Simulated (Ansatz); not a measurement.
# A two-dimensional sheet of TaS₂: thickness against lattice constant

Aim: map the energy of a two-dimensional sheet of TaS₂ (3 atoms in the cell) over two coordinates, and find its wells, ridges and stiffness.

Program: Ansatz 0.2.0. Level of theory: DFT PBE+D3(BJ), scalar-relativistic, plane waves, PAW. These are calculated values, not measurements.

20 further runs of the same task are left out: 20 set aside as unsound or not needed.

## Step 1: The system as given

Symmetry: P-3m1, No. 164, trigonal system. Conventional cell: a = 3.328 Å, b = 3.328 Å, c = 5.787 Å, α = 90.00°, β = 90.00°, γ = 120.00°. Ta (site symmetry -3m) is surrounded by 6 S at 2.47 Å. S (site symmetry 3m) has 3 Ta at 2.47 Å as nearest neighbours.

Coordinates:

```cif
data_structure
_symmetry_space_group_name_H-M 'P-3m1'
_symmetry_Int_Tables_number 164
_cell_length_a 3.3283
_cell_length_b 3.3283
_cell_length_c 5.7868
_cell_angle_alpha 90.000
_cell_angle_beta 90.000
_cell_angle_gamma 120.000
_cell_volume 55.52
loop_
_atom_site_label
_atom_site_type_symbol
_atom_site_symmetry_multiplicity
_atom_site_Wyckoff_symbol
_atom_site_fract_x
_atom_site_fract_y
_atom_site_fract_z
_atom_site_occupancy
Ta1 Ta 1 a 0.00000 0.00000 0.00000 1
S1 S 2 d 0.33333 0.66667 0.26700 1
```

This cell was relaxed beforehand with the same method: volume 18.51 Å³/atom, gap on the mesh none (metal).

## Step 2: Plan of the scan

Atoms count from 1 in the order of the input.

The lattice constant and the thickness of a sheet are varied, nothing relaxed.

- lattice constant a of the sheet (both vectors scaled alike): 7 values from 3.210 to 3.477 Å
- thickness: height of S3 above S1, all heights scaled alike: 7 values from 2.925 to 3.246 Å

Nothing else is relaxed. Points are written as (first, second).

Below, 8 of the grid's runs; all are launched alike.

## Step 3: The run at (3.254 Å, 2.925 Å)

The sheet is isolated along c: the input cuts the Coulomb interaction between periodic copies.

File input.yaml:

```yaml
crystal:
  lattice:
    - [3.254, 0.0, 0.0]
    - [-1.627, 2.8180466639, 0.0]
    - [0.0, 0.0, 32.1803051422]
  atoms:
    - { symbol: S, position: [0.6666666667, 0.3333333333, 0.454552948] }
    - { symbol: Ta, position: [0.0, 0.0, 0.5] }
    - { symbol: S, position: [0.3333333333, 0.6666666667, 0.545447052] }
  periodic: [true, true, false]
basis:
  ecutwfc: 420
kpoints:
  mp_grid: { grid: [15, 15, 1] }
hamiltonian:
  xc: pbe
  dispersion: d3bj
scf:
  occupations: { method: gaussian, width: 0.1 }
output:
  forces: true
  stress: true
  eigenvalues: true
```

The run is started by

```bash
$ ansatz run input.yaml --threads 1 --pin off --max-ram 3072MiB --backend cpu --events-out ev --progress --plain --runs-dir out
```

Output, shortened:

```text
Warning: RAYON_NUM_THREADS=1 ignored (pool sized by the plan → 1); use --threads N
[...]
Pseudopotentials: kind: paw
Pseudopotential: S, paw, valence charge 6, recommended cutoff 420 eV (normal), S.paw.azcp
Pseudopotential: Ta, paw, valence charge 13, recommended cutoff 420 eV (normal), Ta.paw.azcp
Functional definition: PBE
[...]
Crystal: 3 atoms, lattice volume = 295.091 Å³
Basis set: ecut = 420 eV, 5891 PW (Γ), exchange–correlation on 48×48×432 points (8 copies of the dense FFT grid, shifted against one another)
Bands: 17, of which v1, the nominal top of the filled ones, is band 13 counted from 1 (12 counted from 0)
Symmetry: 12 space group operations
Space group: P-3m1 (ITA 164), of the structure as read, at distance tolerance 6.7e-5 Å
k-points: 27 of 225
[...]
SCF iter   1: F=—  HF=-11740.036734 eV  |F-HF|=—  |Δ(HF+E_count)|=         —  Δρ=1.59e-3  dr2=9.44e-3  ethr=1.77e-3  ⟨swp⟩=14.0  Hψ=4517  notcnv=0
[...]
SCF iter   6: F=-11740.034292 eV  HF=-11740.034292 eV  |F-HF|=5.00e-8  |Δ(HF+E_count)|=   3.92e-7  Δρ=1.42e-6  dr2=3.64e-9  ethr=2.49e-10  ⟨swp⟩=11.6  Hψ=3738  notcnv=0
[...]
SCF converged after 6 iterations
Free energy (F): -11740.034292 eV
[...]
E sigma→0 (E₀):  -11740.030524 eV
Entropy (-TS):   -0.007535 eV (-2.512 meV/atom)
Fermi energy:    -4.954521 eV
[...]
--- Forces (eV/Å), atoms counted from 1 ---
  atom   1  S     -0.00000000     0.00000000    -2.19685136
  atom   2  Ta    -0.00000000     0.00000000     0.00000000
  atom   3  S      0.00000000    -0.00000000     2.19685136
[...]
--- 2D stress c σ (N/m, compression-positive) ---
        9.510043      -0.000000       0.000000
        0.000000       9.510043       0.000000
        0.000000       0.000000       0.000000
  P = ½ c Tr σ = 9.5100 N/m
--- Band table (eV; the first three rows and the last of 27) ---
  k-point 0: bands = ["-73.4647", "-40.0654", "-39.9533", "-39.9533", "-20.3301", "-18.4625", "-11.6661", "-9.2624", "-9.2624", "-7.7427", "-5.6085", "-5.6085", "-4.9051", "-4.9051", "-4.4725", "-0.4668", "-0.4417"]
[...]
```

Run time: 8.5 s. Hardware: 1 thread of Arm Neoverse V1, shared host; peak memory 0.49 GiB.

Read from this run: work function 4.95 eV.

## Step 4: The run at (3.254 Å, 3.032 Å)

Edit input.yaml of step 3 so:

```diff
@@ -6,5 +6,5 @@
   atoms:
-    - { symbol: S, position: [0.6666666667, 0.3333333333, 0.454552948] }
+    - { symbol: S, position: [0.6666666667, 0.3333333333, 0.4528904405] }
     - { symbol: Ta, position: [0.0, 0.0, 0.5] }
-    - { symbol: S, position: [0.3333333333, 0.6666666667, 0.545447052] }
+    - { symbol: S, position: [0.3333333333, 0.6666666667, 0.5471095595] }
   periodic: [true, true, false]
```

The run is started by

```bash
$ ansatz run input.yaml --threads 1 --pin off --max-ram 3072MiB --backend cpu --events-out ev --progress --plain --runs-dir out
```

Output, shortened:

```text
[...]
SCF converged after 6 iterations
Free energy (F): -11740.212150 eV
[...]
E sigma→0 (E₀):  -11740.208789 eV
Entropy (-TS):   -0.006721 eV (-2.240 meV/atom)
Fermi energy:    -5.004099 eV
[...]
--- Forces (eV/Å), atoms counted from 1 ---
  atom   1  S     -0.00000000     0.00000000    -1.13976593
  atom   2  Ta    -0.00000000     0.00000000     0.00000000
  atom   3  S      0.00000000    -0.00000000     1.13976593
[...]
--- 2D stress c σ (N/m, compression-positive) ---
        6.674682       0.000000       0.000000
        0.000000       6.674682       0.000000
        0.000000       0.000000       0.000000
  P = ½ c Tr σ = 6.6747 N/m
--- Band table (eV; the first three rows and the last of 27) ---
  k-point 0: bands = ["-73.5443", "-40.1058", "-39.9956", "-39.9956", "-20.1403", "-18.4700", "-11.5967", "-8.9159", "-8.9159", "-7.8001", "-5.5140", "-5.5140", "-4.8009", "-4.8009", "-4.6902", "-0.6131", "-0.6131"]
[...]
```

Run time: 8.1 s. Hardware: 1 thread of Arm Neoverse V1, shared host; peak memory 0.49 GiB.

From the log: work function 5.00 eV.

## Step 5: Point (3.344 Å, 2.925 Å)

File input.yaml:

```yaml
crystal:
  lattice:
    - [3.344, 0.0, 0.0]
    - [-1.672, 2.8959889503, 0.0]
    - [0.0, 0.0, 32.1803051422]
  atoms:
    - { symbol: S, position: [0.6666666667, 0.3333333333, 0.454552948] }
    - { symbol: Ta, position: [0.0, 0.0, 0.5] }
    - { symbol: S, position: [0.3333333333, 0.6666666667, 0.545447052] }
  periodic: [true, true, false]
basis:
  ecutwfc: 420
kpoints:
  mp_grid: { grid: [15, 15, 1] }
hamiltonian:
  xc: pbe
  dispersion: d3bj
scf:
  occupations: { method: gaussian, width: 0.1 }
output:
  forces: true
  stress: true
  eigenvalues: true
```

The run is started by

```bash
$ ansatz run input.yaml --threads 1 --pin off --max-ram 3072MiB --backend cpu --events-out ev --progress --plain --runs-dir out
```

Output, shortened:

```text
Warning: RAYON_NUM_THREADS=1 ignored (pool sized by the plan → 1); use --threads N
[...]
[... 4 set-up lines as earlier in the session ...]
[...]
Crystal: 3 atoms, lattice volume = 311.640 Å³
Basis set: ecut = 420 eV, 6179 PW (Γ), exchange–correlation on 48×48×432 points (8 copies of the dense FFT grid, shifted against one another)
Bands: 17, of which v1, the nominal top of the filled ones, is band 13 counted from 1 (12 counted from 0)
[... 1 set-up line as earlier in the session ...]
Space group: P-3m1 (ITA 164), of the structure as read, at distance tolerance 6.8e-5 Å
k-points: 27 of 225
[...]
SCF iter   1: F=—  HF=-11740.237406 eV  |F-HF|=—  |Δ(HF+E_count)|=         —  Δρ=1.35e-3  dr2=7.33e-3  ethr=1.77e-3  ⟨swp⟩=13.8  Hψ=4374  notcnv=0
[...]
SCF iter   6: F=-11740.236504 eV  HF=-11740.236504 eV  |F-HF|=6.33e-8  |Δ(HF+E_count)|=   4.24e-7  Δρ=1.96e-6  dr2=8.31e-9  ethr=3.96e-10  ⟨swp⟩=10.9  Hψ=3647  notcnv=0
[...]
SCF converged after 6 iterations
Free energy (F): -11740.236504 eV
[...]
E sigma→0 (E₀):  -11740.232120 eV
Entropy (-TS):   -0.008767 eV (-2.922 meV/atom)
Fermi energy:    -5.015449 eV
[...]
--- Forces (eV/Å), atoms counted from 1 ---
  atom   1  S     -0.00000000     0.00000000    -1.35034160
  atom   2  Ta    -0.00000000    -0.00000000     0.00000000
  atom   3  S      0.00000000    -0.00000000     1.35034160
[...]
--- 2D stress c σ (N/m, compression-positive) ---
        3.363303       0.000000       0.000000
        0.000000       3.363303       0.000000
        0.000000       0.000000       0.000000
  P = ½ c Tr σ = 3.3633 N/m
--- Band table (eV; the first three rows and the last of 27) ---
  k-point 0: bands = ["-73.7583", "-40.2703", "-40.2355", "-40.2355", "-20.0737", "-18.3399", "-11.4059", "-9.3132", "-9.3132", "-7.6456", "-5.8767", "-5.8767", "-5.0333", "-5.0333", "-4.4154", "-0.6831", "-0.6831"]
[...]
```

Run time: 8.6 s. Hardware: 1 thread of Arm Neoverse V1, shared host; peak memory 0.5 GiB.

From the log: work function 5.02 eV.

## Step 6: Grid point (3.344 Å, 3.032 Å)

Edit input.yaml of step 5 so:

```diff
@@ -6,5 +6,5 @@
   atoms:
-    - { symbol: S, position: [0.6666666667, 0.3333333333, 0.454552948] }
+    - { symbol: S, position: [0.6666666667, 0.3333333333, 0.4528904405] }
     - { symbol: Ta, position: [0.0, 0.0, 0.5] }
-    - { symbol: S, position: [0.3333333333, 0.6666666667, 0.545447052] }
+    - { symbol: S, position: [0.3333333333, 0.6666666667, 0.5471095595] }
   periodic: [true, true, false]
```

The run is started by

```bash
$ ansatz run input.yaml --threads 1 --pin off --max-ram 3072MiB --backend cpu --events-out ev --progress --plain --runs-dir out
```

Output, shortened:

```text
[...]
SCF converged after 6 iterations
Free energy (F): -11740.331116 eV
[...]
E sigma→0 (E₀):  -11740.327423 eV
Entropy (-TS):   -0.007386 eV (-2.462 meV/atom)
Fermi energy:    -5.057851 eV
[...]
--- Forces (eV/Å), atoms counted from 1 ---
  atom   1  S     -0.00000000    -0.00000000    -0.42806696
  atom   2  Ta     0.00000000     0.00000000     0.00000000
  atom   3  S      0.00000000     0.00000000     0.42806696
[...]
--- 2D stress c σ (N/m, compression-positive) ---
        0.995649       0.000000       0.000000
        0.000000       0.995649       0.000000
        0.000000       0.000000       0.000000
  P = ½ c Tr σ = 0.9956 N/m
--- Band table (eV; the first three rows and the last of 27) ---
  k-point 0: bands = ["-73.8449", "-40.3240", "-40.2889", "-40.2889", "-19.8924", "-18.3428", "-11.3518", "-8.9948", "-8.9948", "-7.7010", "-5.7924", "-5.7924", "-4.9509", "-4.9509", "-4.6218", "-0.9388", "-0.9388"]
[...]
```

It took 8 s on 1 thread of Arm Neoverse V1, shared host; peak memory 0.5 GiB.

From the log: work function 5.06 eV.

## Step 7: The run at (3.388 Å, 2.978 Å)

File input.yaml:

```yaml
crystal:
  lattice:
    - [3.388, 0.0, 0.0]
    - [-1.694, 2.934094068, 0.0]
    - [0.0, 0.0, 32.1803051422]
  atoms:
    - { symbol: S, position: [0.6666666667, 0.3333333333, 0.453729463] }
    - { symbol: Ta, position: [0.0, 0.0, 0.5] }
    - { symbol: S, position: [0.3333333333, 0.6666666667, 0.546270537] }
  periodic: [true, true, false]
basis:
  ecutwfc: 420
kpoints:
  mp_grid: { grid: [15, 15, 1] }
hamiltonian:
  xc: pbe
  dispersion: d3bj
scf:
  occupations: { method: gaussian, width: 0.1 }
output:
  forces: true
  stress: true
  eigenvalues: true
```

The run is started by

```bash
$ ansatz run input.yaml --threads 1 --pin off --max-ram 3072MiB --backend cpu --events-out ev --progress --plain --runs-dir out
```

Output, shortened:

```text
Warning: RAYON_NUM_THREADS=1 ignored (pool sized by the plan → 1); use --threads N
[...]
[... 4 set-up lines as earlier in the session ...]
[...]
Crystal: 3 atoms, lattice volume = 319.895 Å³
Basis set: ecut = 420 eV, 6311 PW (Γ), exchange–correlation on 48×48×432 points (8 copies of the dense FFT grid, shifted against one another)
Bands: 17, of which v1, the nominal top of the filled ones, is band 13 counted from 1 (12 counted from 0)
[... 2 set-up lines as earlier in the session ...]
k-points: 27 of 225
[...]
SCF iter   1: F=—  HF=-11740.310530 eV  |F-HF|=—  |Δ(HF+E_count)|=         —  Δρ=1.13e-3  dr2=5.53e-3  ethr=1.77e-3  ⟨swp⟩=13.0  Hψ=4287  notcnv=0
[...]
SCF iter   6: F=-11740.310298 eV  HF=-11740.310298 eV  |F-HF|=2.86e-8  |Δ(HF+E_count)|=   3.25e-7  Δρ=1.71e-6  dr2=1.06e-8  ethr=4.00e-10  ⟨swp⟩=14.3  Hψ=3366  notcnv=0
[...]
SCF converged after 6 iterations
Free energy (F): -11740.310298 eV
[...]
E sigma→0 (E₀):  -11740.305853 eV
Entropy (-TS):   -0.008891 eV (-2.964 meV/atom)
Fermi energy:    -5.066391 eV
[...]
--- Forces (eV/Å), atoms counted from 1 ---
  atom   1  S     -0.00000000     0.00000000    -0.54682522
  atom   2  Ta    -0.00000000     0.00000000     0.00000000
  atom   3  S      0.00000000     0.00000000     0.54682522
[...]
--- 2D stress c σ (N/m, compression-positive) ---
       -0.260860       0.000000       0.000000
        0.000000      -0.260860       0.000000
        0.000000       0.000000       0.000000
  P = ½ c Tr σ = -0.2609 N/m
--- Band table (eV; the first three rows and the last of 27) ---
  k-point 0: bands = ["-73.9409", "-40.4009", "-40.3945", "-40.3945", "-19.8660", "-18.2856", "-11.2612", "-9.1777", "-9.1777", "-7.6280", "-5.9554", "-5.9554", "-5.0542", "-5.0542", "-4.5050", "-0.9625", "-0.9625"]
[...]
```

It took 8.1 s on 1 thread of Arm Neoverse V1, shared host; peak memory 0.51 GiB.

Read from this run: work function 5.07 eV.

## Step 8: Point (3.254 Å, 3.192 Å)

File input.yaml:

```yaml
crystal:
  lattice:
    - [3.254, 0.0, 0.0]
    - [-1.627, 2.8180466639, 0.0]
    - [0.0, 0.0, 32.1803051422]
  atoms:
    - { symbol: S, position: [0.6666666667, 0.3333333333, 0.4504044479] }
    - { symbol: Ta, position: [0.0, 0.0, 0.5] }
    - { symbol: S, position: [0.3333333333, 0.6666666667, 0.5495955521] }
  periodic: [true, true, false]
basis:
  ecutwfc: 420
kpoints:
  mp_grid: { grid: [15, 15, 1] }
hamiltonian:
  xc: pbe
  dispersion: d3bj
scf:
  occupations: { method: gaussian, width: 0.1 }
output:
  forces: true
  stress: true
  eigenvalues: true
```

The run is started by

```bash
$ ansatz run input.yaml --threads 1 --pin off --max-ram 3072MiB --backend cpu --events-out ev --progress --plain --runs-dir out
```

Output, shortened:

```text
[...]
SCF converged after 6 iterations
Free energy (F): -11740.278604 eV
[...]
E sigma→0 (E₀):  -11740.275007 eV
Entropy (-TS):   -0.007194 eV (-2.398 meV/atom)
Fermi energy:    -5.097440 eV
[...]
--- Forces (eV/Å), atoms counted from 1 ---
  atom   1  S      0.00000000    -0.00000000     0.27152367
  atom   2  Ta    -0.00000000     0.00000000     0.00000000
  atom   3  S     -0.00000000     0.00000000    -0.27152367
[...]
--- 2D stress c σ (N/m, compression-positive) ---
        3.212447       0.000000       0.000000
        0.000000       3.212447       0.000000
        0.000000       0.000000       0.000000
  P = ½ c Tr σ = 3.2124 N/m
--- Band table (eV; the first three rows and the last of 27) ---
  k-point 0: bands = ["-73.6591", "-40.1646", "-40.0639", "-40.0639", "-19.8728", "-18.4622", "-11.5061", "-8.4264", "-8.4264", "-7.8842", "-5.3646", "-5.3646", "-4.9987", "-4.6632", "-4.6632", "-0.9628", "-0.9628"]
[...]
```

It took 7.8 s on 1 thread of Arm Neoverse V1, shared host; peak memory 0.49 GiB.

This gives work function 5.10 eV.

## Step 9: Point (3.344 Å, 3.085 Å)

File input.yaml:

```yaml
crystal:
  lattice:
    - [3.344, 0.0, 0.0]
    - [-1.672, 2.8959889503, 0.0]
    - [0.0, 0.0, 32.1803051422]
  atoms:
    - { symbol: S, position: [0.6666666667, 0.3333333333, 0.4520669555] }
    - { symbol: Ta, position: [0.0, 0.0, 0.5] }
    - { symbol: S, position: [0.3333333333, 0.6666666667, 0.5479330445] }
  periodic: [true, true, false]
basis:
  ecutwfc: 420
kpoints:
  mp_grid: { grid: [15, 15, 1] }
hamiltonian:
  xc: pbe
  dispersion: d3bj
scf:
  occupations: { method: gaussian, width: 0.1 }
output:
  forces: true
  stress: true
  eigenvalues: true
```

The run is started by

```bash
$ ansatz run input.yaml --threads 1 --pin off --max-ram 3072MiB --backend cpu --events-out ev --progress --plain --runs-dir out
```

Output, shortened:

```text
Warning: RAYON_NUM_THREADS=1 ignored (pool sized by the plan → 1); use --threads N
[...]
[... 4 set-up lines as earlier in the session ...]
[...]
Crystal: 3 atoms, lattice volume = 311.640 Å³
Basis set: ecut = 420 eV, 6179 PW (Γ), exchange–correlation on 48×48×432 points (8 copies of the dense FFT grid, shifted against one another)
Bands: 17, of which v1, the nominal top of the filled ones, is band 13 counted from 1 (12 counted from 0)
[... 2 set-up lines as earlier in the session ...]
k-points: 27 of 225
[...]
SCF iter   1: F=—  HF=-11740.341765 eV  |F-HF|=—  |Δ(HF+E_count)|=         —  Δρ=9.40e-4  dr2=4.04e-3  ethr=1.77e-3  ⟨swp⟩=12.8  Hψ=4290  notcnv=0
[...]
SCF iter   6: F=-11740.342235 eV  HF=-11740.342235 eV  |F-HF|=6.59e-8  |Δ(HF+E_count)|=   4.58e-7  Δρ=1.65e-6  dr2=1.08e-8  ethr=4.00e-10  ⟨swp⟩=14.4  Hψ=3553  notcnv=0
[...]
SCF converged after 6 iterations
Free energy (F): -11740.342235 eV
[...]
E sigma→0 (E₀):  -11740.338750 eV
Entropy (-TS):   -0.006971 eV (-2.324 meV/atom)
Fermi energy:    -5.080992 eV
[...]
--- Forces (eV/Å), atoms counted from 1 ---
  atom   1  S      0.00000000     0.00000000     0.00550588
  atom   2  Ta     0.00000000    -0.00000000     0.00000000
  atom   3  S     -0.00000000     0.00000000    -0.00550588
[...]
--- 2D stress c σ (N/m, compression-positive) ---
       -0.026708       0.000000       0.000000
        0.000000      -0.026708       0.000000
        0.000000       0.000000       0.000000
  P = ½ c Tr σ = -0.0267 N/m
--- Band table (eV; the first three rows and the last of 27) ---
  k-point 0: bands = ["-73.8835", "-40.3473", "-40.3125", "-40.3125", "-19.8037", "-18.3387", "-11.3251", "-8.8393", "-8.8393", "-7.7269", "-5.7467", "-5.7467", "-4.9102", "-4.9102", "-4.7189", "-1.0576", "-1.0576"]
[...]
```

Run time: 8.2 s. Hardware: 1 thread of Arm Neoverse V1, shared host; peak memory 0.5 GiB.

This gives work function 5.08 eV.

## Step 10: Point (3.433 Å, 3.192 Å)

File input.yaml:

```yaml
crystal:
  lattice:
    - [3.433, 0.0, 0.0]
    - [-1.7165, 2.9730652112, 0.0]
    - [0.0, 0.0, 32.1803051422]
  atoms:
    - { symbol: S, position: [0.6666666667, 0.3333333333, 0.4504044479] }
    - { symbol: Ta, position: [0.0, 0.0, 0.5] }
    - { symbol: S, position: [0.3333333333, 0.6666666667, 0.5495955521] }
  periodic: [true, true, false]
basis:
  ecutwfc: 420
kpoints:
  mp_grid: { grid: [15, 15, 1] }
hamiltonian:
  xc: pbe
  dispersion: d3bj
scf:
  occupations: { method: gaussian, width: 0.1 }
output:
  forces: true
  stress: true
  eigenvalues: true
```

The run is started by

```bash
$ ansatz run input.yaml --threads 1 --pin off --max-ram 3072MiB --backend cpu --events-out ev --progress --plain --runs-dir out
```

Output, shortened:

```text
[...]
SCF converged after 6 iterations
Free energy (F): -11740.171421 eV
[...]
E sigma→0 (E₀):  -11740.167728 eV
Entropy (-TS):   -0.007387 eV (-2.462 meV/atom)
Fermi energy:    -5.184077 eV
[...]
--- Forces (eV/Å), atoms counted from 1 ---
  atom   1  S     -0.00000000    -0.00000000     1.27234503
  atom   2  Ta    -0.00000000     0.00000000     0.00000000
  atom   3  S      0.00000000     0.00000000    -1.27234503
[...]
--- 2D stress c σ (N/m, compression-positive) ---
       -5.704409       0.000000       0.000000
       -0.000000      -5.704409      -0.000000
        0.000000       0.000000       0.000000
  P = ½ c Tr σ = -5.7044 N/m
--- Band table (eV; the first three rows and the last of 27) ---
  k-point 0: bands = ["-74.2396", "-40.6338", "-40.6338", "-40.6157", "-19.4135", "-18.2041", "-11.0627", "-8.6224", "-8.6224", "-7.6841", "-5.8993", "-5.8993", "-4.9879", "-4.9879", "-4.8636", "-1.5838", "-1.5838"]
[...]
```

Run time: 7.9 s. Hardware: 1 thread of Arm Neoverse V1, shared host; peak memory 0.51 GiB.

Read from this run: work function 5.18 eV.

## Step 11: The map

49 points were computed. Energies in meV/atom, from the lowest computed point:

```tsv
thickness: height of S3 above S1, all heights scaled alike (Å) ↓, lattice constant a of the sheet (both vectors scaled alike) (Å) →	3.210	3.254	3.299	3.344	3.388	3.433	3.477
3.246	48	30	25	33	53	83	122
3.192	45	21	11	15	30	57	93
3.139	50	20	5	4	15	38	70
3.085	63	28	7	0	6	24	52
3.032	86	43	16	4	5	18	41
2.978	118	69	34	16	11	18	37
2.925	160	103	61	35	24	26	39
```

The work function of the top face (eV) at each point:

```csv
"thickness: height of S3 above S1, all heights scaled alike (Å) ↓, lattice constant a of the sheet (both vectors scaled alike) (Å) →",3.210,3.254,3.299,3.344,3.388,3.433,3.477
3.246,5.15,5.14,5.15,5.16,5.18,5.21,5.24
3.192,5.10,5.10,5.11,5.13,5.16,5.18,5.21
3.139,5.05,5.06,5.08,5.11,5.13,5.16,5.19
3.085,5.02,5.03,5.05,5.08,5.11,5.14,5.17
3.032,4.98,5.00,5.03,5.06,5.09,5.12,5.15
2.978,4.95,4.98,5.01,5.04,5.07,5.10,5.13
2.925,4.93,4.95,4.98,5.02,5.05,5.08,5.11
```

## Step 12: What came out

| quantity | value |
| --- | --- |
| lowest point | (3.344 Å, 3.085 Å) |
| highest computed point | (3.210 Å, 2.925 Å), 160 meV/atom above the lowest |
| lowest point against the relaxed sheet | +0.000 eV |
| work function of the top face (eV) | 4.93 at (3.210 Å, 2.925 Å) to 5.24 at (3.477 Å, 3.246 Å); 5.08 at the lowest point |
| time for all points | 7.1 min on 1 thread, shared host |

In words: The lowest computed point is at (3.344 Å, 3.085 Å). No other kind of well shows on this grid. The highest computed point, (3.210 Å, 2.925 Å), lies 160 meV/atom above the lowest. Round the minimum the valley is somewhat tilted: raising the first coordinate shifts the best value of the second coordinate downwards (coupling k₁₂/√(k₁₁k₂₂) about 0.5). The runs treat Ta without spin-orbit coupling. The final runs have no spin polarisation, so no magnetic state was tried and one may lie lower.
